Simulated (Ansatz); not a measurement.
SiC (Moissanite): equation of state with LDA

SiC (Moissanite):

```
Si C
1.0
     3.07600    0.00000    0.00000
    -1.53800    2.66389    0.00000
     0.00000    0.00000    5.04800
Si C
2 2
Direct
  0.66667 0.33333 0.50000
  0.33333 0.66667 0.00000
  0.66667 0.33333 0.88500
  0.33333 0.66667 0.38500
```

- Program: Ansatz 0.2.0
- Task: equation of state
- Functional: LDA
- Potentials or basis: all-electron LAPW, scalar-relativistic
- Basis error allowed: 0.002 eV/atom
- k mesh: 10 × 10 × 5
- Occupations: fermi-dirac, width 0.05 eV
- Spin: no spin polarisation

```json
{
 "Equilibrium volume": "10.16 Å³/atom",
 "Bulk modulus at fixed shape and positions": "230 GPa",
 "Pressure derivative of the bulk modulus": "3.9"
}
```

Energy against volume, from the lowest point:
```csv
volume (Å³/atom),energy (meV/atom)
9.721,14.36
9.927,3.81
10.134,0.00
10.341,2.30
10.548,10.13
10.755,22.97
10.961,40.34
```

All runs of the series together: 23 s on 2 threads of AMD EPYC 9R45 96-Core Processor (Zen 5), with other jobs on the host.

Caveat: the cell was scaled at fixed shape and fractional positions, which overstates the stiffness of a crystal with free parameters, most of all of layers and chains.
